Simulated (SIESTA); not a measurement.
Ag:

```xyz
1
Lattice="0.0000 2.0427 2.0427 2.0427 0.0000 2.0427 2.0427 2.0427 0.0000" Properties=species:S:1:pos:R:3 pbc="T T T"
Ag    0.0000    0.0000    0.0000
```

Base run:

| Quantity | Value |
| --- | --- |
| Program | SIESTA 5.4.2 |
| Functional | PBEsol |
| Potentials or basis | PseudoDojo 0.4 standard (PBEsol files) |
| Basis | SZ (energy shift 0.003 Ry) |
| Grid cutoff | 800 Ry |
| Energy shift | 0.003 Ry |
| k mesh | 11 × 11 × 11 |
| Occupations | fermi-dirac, width 0.05 eV |
| Spin | no spin polarisation |

Its results: band gap on the k mesh none (metal or under the smearing width); pressure 14.4 GPa.

The run is repeated on the same cell with these changes: basis from SZ (energy shift 0.003 Ry) to TZDP (energy shift 0.003 Ry; two zetas on semicore shells). What comes out?

Band gap on the k mesh none (metal or under the smearing width); pressure -2.8 GPa.

Caveats: short orbitals over semicore shells can move pressures by several GPa; the basis of atomic orbitals isn't converged, which shifts pressures, moduli and gaps; the basis has no polarisation orbitals (some runs).
